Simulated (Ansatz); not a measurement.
**Ti: energy and pressure over a range of volumes**

How stiff is Ti, and at what volume does the pressure vanish? The cell is scaled evenly, atoms carried along, and solved with LAPW, PAW and all-electron datasets made for the crystal.

This is Ti in the bcc structure; at room conditions it is hcp.

Program: Ansatz 0.2.0. Level of theory: DFT PBE, scalar-relativistic. These are calculated values, not measurements.

## Step 1: Starting point

It takes space group Im-3m (No. 229, cubic). The conventional cell has a = 3.282 Å, b = 3.282 Å, c = 3.282 Å, α = 90.00°, β = 90.00°, γ = 90.00°. Ti (site symmetry m-3m) has 8 Ti at 2.84 Å as nearest neighbours.

As a file:

```xyz
1
Lattice="-1.6410 1.6410 1.6410 1.6410 -1.6410 1.6410 1.6410 1.6410 -1.6410" Properties=species:S:1:pos:R:3 pbc="T T T"
Ti    0.0000    0.0000    0.0000
```

Structure: COD 9012924, as refined from experiment and not relaxed.

## Step 2: Volume × 0.95, LAPW

input.yaml reads:

```yaml
crystal:
  lattice:
    - [-1.6131810665, 1.6131810665, 1.6131810665]
    - [1.6131810665, -1.6131810665, 1.6131810665]
    - [1.6131810665, 1.6131810665, -1.6131810665]
  atoms:
    - { symbol: Ti, position: [0.0, 0.0, 0.0] }
kpoints:
  mp_grid: { grid: [14, 14, 14] }
scf:
  occupations: { method: fermi_dirac, width: 0.05 }
hamiltonian:
  xc: pbe
  pseudopotentials: { kind: all_electron, lapw: { basis_error: 0.00025 } }
output:
  forces: true
  stress: true
  eigenvalues: true
```

## Step 3: Volume × 0.95, PAW

Changes to input.yaml since step 2:

```diff
@@ -13,3 +13,3 @@
   xc: pbe
-  pseudopotentials: { kind: all_electron, lapw: { basis_error: 0.00025 } }
+  pseudopotentials: { kind: paw }
 output:
@@ -18 +18,2 @@
   eigenvalues: true
+  efg: { contact_densities: true }
```

## Step 4: Volume × 0.95, crystal datasets

Changes to input.yaml since step 3:

```diff
@@ -13,3 +13,3 @@
   xc: pbe
-  pseudopotentials: { kind: paw }
+  pseudopotentials: { kind: all_electron, datasets: crystal }
 output:
```

## Step 5: Volume × 0.975, LAPW

input.yaml reads:

```yaml
crystal:
  lattice:
    - [-1.627209432, 1.627209432, 1.627209432]
    - [1.627209432, -1.627209432, 1.627209432]
    - [1.627209432, 1.627209432, -1.627209432]
  atoms:
    - { symbol: Ti, position: [0.0, 0.0, 0.0] }
kpoints:
  mp_grid: { grid: [14, 14, 14] }
scf:
  occupations: { method: fermi_dirac, width: 0.05 }
hamiltonian:
  xc: pbe
  pseudopotentials: { kind: all_electron, lapw: { basis_error: 0.00025 } }
output:
  forces: true
  stress: true
  eigenvalues: true
```

## Step 6: Volume × 0.975, PAW

Changes to input.yaml since step 5:

```diff
@@ -13,3 +13,3 @@
   xc: pbe
-  pseudopotentials: { kind: all_electron, lapw: { basis_error: 0.00025 } }
+  pseudopotentials: { kind: paw }
 output:
@@ -18 +18,2 @@
   eigenvalues: true
+  efg: { contact_densities: true }
```

## Step 7: Volume × 1.025, LAPW

input.yaml reads:

```yaml
crystal:
  lattice:
    - [-1.6545625985, 1.6545625985, 1.6545625985]
    - [1.6545625985, -1.6545625985, 1.6545625985]
    - [1.6545625985, 1.6545625985, -1.6545625985]
  atoms:
    - { symbol: Ti, position: [0.0, 0.0, 0.0] }
kpoints:
  mp_grid: { grid: [14, 14, 14] }
scf:
  occupations: { method: fermi_dirac, width: 0.05 }
hamiltonian:
  xc: pbe
  pseudopotentials: { kind: all_electron, lapw: { basis_error: 0.00025 } }
output:
  forces: true
  stress: true
  eigenvalues: true
```

## Step 8: Volume × 1.025, PAW

Changes to input.yaml since step 7:

```diff
@@ -13,3 +13,3 @@
   xc: pbe
-  pseudopotentials: { kind: all_electron, lapw: { basis_error: 0.00025 } }
+  pseudopotentials: { kind: paw }
 output:
@@ -18 +18,2 @@
   eigenvalues: true
+  efg: { contact_densities: true }
```

## Step 9: Volume × 1.05, LAPW

input.yaml reads:

```yaml
crystal:
  lattice:
    - [-1.6679064215, 1.6679064215, 1.6679064215]
    - [1.6679064215, -1.6679064215, 1.6679064215]
    - [1.6679064215, 1.6679064215, -1.6679064215]
  atoms:
    - { symbol: Ti, position: [0.0, 0.0, 0.0] }
kpoints:
  mp_grid: { grid: [14, 14, 14] }
scf:
  occupations: { method: fermi_dirac, width: 0.05 }
hamiltonian:
  xc: pbe
  pseudopotentials: { kind: all_electron, lapw: { basis_error: 0.00025 } }
output:
  forces: true
  stress: true
  eigenvalues: true
```

## Step 10: Volume × 1.05, PAW

Changes to input.yaml since step 9:

```diff
@@ -13,3 +13,3 @@
   xc: pbe
-  pseudopotentials: { kind: all_electron, lapw: { basis_error: 0.00025 } }
+  pseudopotentials: { kind: paw }
 output:
@@ -18 +18,2 @@
   eigenvalues: true
+  efg: { contact_densities: true }
```

## Step 11: Volume × 1.05, crystal datasets

Changes to input.yaml since step 10:

```diff
@@ -13,3 +13,3 @@
   xc: pbe
-  pseudopotentials: { kind: paw }
+  pseudopotentials: { kind: all_electron, datasets: crystal }
 output:
```

(Steps that only read results are left out.)

**Question.** What will these runs give? Wanted: equilibrium volume; bulk modulus (for each run or level that gives them).

As calculated:

```
                      quantity           value
     equilibrium volume (LAPW)  17.263 Å³/atom
           bulk modulus (LAPW)         106 GPa
its pressure derivative (LAPW)             3.3
      equilibrium volume (PAW)  17.264 Å³/atom
            bulk modulus (PAW)         106 GPa
 its pressure derivative (PAW)             3.3
```

In words: A third-order Birch-Murnaghan fit to the LAPW pressures puts zero pressure at 17.26 Å³/atom, -2.3 % from the given cell, with a bulk modulus of 106 GPa. PAW's volume lies less than 0.01 % and its modulus less than 0.1 % from LAPW's. No thermal or zero-point expansion is included.
